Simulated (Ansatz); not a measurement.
PtSe2 (Sudovikovite): band structure with r2SCAN50

Crystal: PtSe2 (Sudovikovite).

```
Pt Se
1.0
     3.72400    0.00000    0.00000
    -1.86200    3.22508    0.00000
     0.00000    0.00000    5.06200
Pt Se
1 2
Direct
  0.00000 0.00000 0.00000
  0.66667 0.33333 0.75000
  0.33333 0.66667 0.25000
```

```yaml
Program: Ansatz 0.2.0
Task: band structure
Functional: r2SCAN50
Potentials_or_basis: Ansatz PAW
Cutoff: "500 eV (not typed: the program's choice for these potentials)"
k_mesh: 4 × 4 × 3
Occupations: fermi-dirac, width 0.05 eV
Spin: no spin polarisation
Path: "[[\"G\", \"M\", \"K\", \"G\", \"A\", \"L\", \"H\", \"A\"], [\"L\", \"M\"], [\"K\", \"H\"]]"
Points_for_each_segment_of_the_path: 4
```

```json
{
  "Pressure": "-2.1 GPa",
  "Largest force": "0.474 eV/Å",
  "Band gap on the k mesh": "1.54 eV, indirect (least direct gap 2.83 eV)",
  "Band gap along the path": "1.66 eV, indirect (least direct gap 3.11 eV)"
}
```

Forces on the atoms (eV/Å):
```
Pt   0.000  0.000  0.000
Se   0.000  0.000  0.474
Se   0.000  0.000 -0.474
```

Stress tensor (GPa, compression positive):
```
-3.17  0.00  0.00
 0.00 -3.17  0.00
 0.00  0.00  0.02
```

Levels at the corners of the path, in eV from the valence-band top:
| point | band 22 | band 23 | band 24 | band 25 | band 26 | band 27 | band 28 | band 29 |
| --- | --- | --- | --- | --- | --- | --- | --- | --- |
| Γ | -4.95 | -1.99 | -1.99 | 0.00 | 3.11 | 3.11 | 5.63 | 6.85 |
| M | -5.95 | -5.29 | -5.11 | -4.81 | 2.43 | 4.48 | 7.12 | 8.26 |
| K | -6.80 | -3.99 | -3.64 | -3.64 | 1.66 | 1.66 | 6.45 | 10.27 |
| Γ | -4.95 | -1.99 | -1.99 | 0.00 | 3.11 | 3.11 | 5.63 | 6.85 |
| A | -4.22 | -3.25 | -2.49 | -2.49 | 4.28 | 4.28 | 7.03 | 9.13 |
| L | -6.22 | -5.64 | -4.25 | -2.36 | 2.67 | 3.53 | 7.07 | 7.14 |
| H | -6.55 | -5.91 | -4.84 | -4.84 | 4.16 | 4.16 | 9.67 | 9.98 |
| A | -4.22 | -3.25 | -2.49 | -2.49 | 4.28 | 4.28 | 7.03 | 9.13 |
| L | -6.22 | -5.64 | -4.25 | -2.36 | 2.67 | 3.53 | 7.07 | 7.14 |
| M | -5.95 | -5.29 | -5.11 | -4.81 | 2.43 | 4.48 | 7.12 | 8.26 |
| K | -6.80 | -3.99 | -3.64 | -3.64 | 1.66 | 1.66 | 6.45 | 10.27 |
| H | -6.55 | -5.91 | -4.84 | -4.84 | 4.16 | 4.16 | 9.67 | 9.98 |

Wall time 9 min on 2 threads of Intel(R) Xeon(R) Processor @ 2.50GHz (Skylake/Cascade Lake) (shared host), peak memory 1.2 GiB.

Caveat: the k mesh is coarse (spacing up to 0.49 Å⁻¹), so the values aren't converged, least of all with exact exchange; spin-orbit coupling is left out, which moves the levels of the heavy elements; the PAW data sets come from PBE, with cores solved anew for the run's functional, which leaves a small shift of forces and pressure; the thresholds are loose for stress.
